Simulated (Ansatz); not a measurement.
## MoS2: an elastic constant from a strain scan

Theory: DFT PBEsol, scalar-relativistic, plane waves, PAW (Ansatz 0.2.0). The runs took a 420 eV cutoff, a Γ-centred 12×12×2 mesh and Gaussian smearing (0.05 eV). No spin polarisation. Energies are free energies at this smearing, counted from the undisturbed cell; pressure is positive in compression.

The undisturbed cell (relaxed at this level):

```xyz
6
Lattice="3.1414 0.0000 0.0000 -1.5707 2.7206 0.0000 0.0000 0.0000 12.5788" Properties=species:S:1:pos:R:3 pbc="T T T"
Mo    0.0000    1.8137    3.1447
Mo    1.5707    0.9069    9.4341
S     0.0000    1.8137    7.8750
S     1.5707    0.9069    1.5856
S     0.0000    1.8137   10.9932
S     1.5707    0.9069    4.7038
```

The cell holds layers and no dispersion correction was added, so their binding is poorly described.

The cell is strained by ε times the Voigt pattern (0, 1, 0, 0, 0, 0) (xx, yy, zz, yz, xz, xy; engineering shear) with fractional coordinates fixed. The cell holds 6 atoms in V0 = 107.50 Å³. The stress column is τ = (1/V0) dE/dε, got from the stress tensor σ (compression positive) at each point as −det(1 + εP) σ : P(1 + εP)⁻¹, with P the pattern as a tensor.

| ε | ΔE (meV/atom) | τ (GPa) |
| --- | --- | --- |
| -0.0600 | 61.500 | -19.650 |
| -0.0450 | 33.370 | -13.980 |
| -0.0300 | 14.303 | -8.838 |
| -0.0150 | 3.445 | -4.188 |
| 0.0000 | 0.000 | 0.005 |
| 0.0150 | 3.227 | 3.775 |
| 0.0300 | 12.448 | 7.157 |
| 0.0450 | 27.040 | 10.184 |
| 0.0525 | 36.171 | 11.574 |
| 0.0600 | ? | ? |

Problem. Which combination of elastic constants does this scan measure, and how large is it?

Solution. For small ε, τ = τ0 + Kε with K = pᵀCp, which for this pattern is C22 in the Cartesian frame shown. The parabola through τ at ε = -0.0150, 0 and 0.0150 has slope K = 265 GPa at zero. The energies per cell, E = NΔE, of the same two points give K = 2[E(ε₊)/ε₊ − E(ε₋)/ε₋]/[(ε₊ − ε₋)V0] = 265 GPa, in agreement. These are clamped-ion values.

Problem. Predict the withheld row at ε = 0.0600 from the harmonic law, and compare.

Solution. ΔE = V0(τ0 ε + Kε²/2)/N = 53.461 meV/atom and τ = 15.93 GPa. The calculation gives 46.435 meV/atom and 12.89 GPa: the energy lies 13 % below the harmonic value, as bonds soften when stretched.

Forces appear on the atoms along this scan, and letting them relax would lower the energy and soften the response.

Cost: 10 runs of about 1.7 core-minutes in all, on Intel Xeon Platinum 8488C (Sapphire Rapids) (shared hosts).